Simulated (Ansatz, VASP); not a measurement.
**Si in VASP and in Ansatz**

The input INCAR:

```
SYSTEM = Si
  PREC = Accurate
  ENCUT = 520
  EDIFF = 1E-6
  ISMEAR = 0
  SIGMA = 0.01
  LREAL = .FALSE.
  LASPH = .TRUE.
  NELM = 100
  ALGO = Fast
  ISIF = 2
  LWAVE = .FALSE.
  LCHARG = .FALSE.
  GGA = PS
  NBANDS = 16
```

File KPOINTS:

```
Automatic mesh
0
G
  18 18 10
  0 0 0
```

File POSCAR:

```
Si
1.0
    3.8248883555      0.0000000000      0.0000000000
   -1.9124441778      3.3124504825      0.0000000000
    0.0000000000      0.0000000000      6.3243008766
Si
4
Direct
    0.3333333333      0.6666666667      0.0629975439
    0.6666666667      0.3333333333      0.5629975439
    0.3333333333      0.6666666667      0.4370024561
    0.6666666667      0.3333333333      0.9370024561
```

Input for Ansatz:

```yaml
crystal:
  lattice:
    - [3.8248883555, 0.0, 0.0]
    - [-1.9124441778, 3.3124504825, 0.0]
    - [0.0, 0.0, 6.3243008766]
  atoms:
    - { symbol: Si, position: [0.3333333333, 0.6666666667, 0.0629975439] }
    - { symbol: Si, position: [0.6666666667, 0.3333333333, 0.5629975439] }
    - { symbol: Si, position: [0.3333333333, 0.6666666667, 0.4370024561] }
    - { symbol: Si, position: [0.6666666667, 0.3333333333, 0.9370024561] }
basis:
  ecutwfc: 420
kpoints:
  mp_grid: { grid: [18, 18, 10] }
hamiltonian:
  xc: pbesol
scf:
  occupations: { method: gaussian, width: 0.01 }
output:
  forces: true
  stress: true
  eigenvalues: true
```

Alike in both runs: task single point; functional PBEsol; k mesh 18 × 18 × 10; occupations gaussian, width 0.01 eV; no spin polarisation.

|  | VASP | Ansatz |
| --- | --- | --- |
| version | VASP 6.6.1 | Ansatz 0.2.0 |
| potentials or method | VASP PAW PBE potentials, release 64 (Si) | scalar-relativistic, plane waves, PAW |
| plane-wave cutoff (eV) | 520 | 420 |
| valence electrons in the cell | 16 | 16 |

```tsv
	VASP	Ansatz	Ansatz less VASP
gap on the k mesh at the Fermi level (eV)	0.29	0.30	+0.006
least direct gap on the mesh (eV)	0.97	0.97	-0.001
pressure (GPa)	0.1	0.0	-0.10
```

With one functional, cell and mesh, what is left measures potentials, basis and numerics.

Caveats: the PAW data sets were made with another functional, which shifts forces and pressure a little (VASP). A k mesh can miss the band edges. As with any semilocal functional, this PBEsol gap is likely too small.
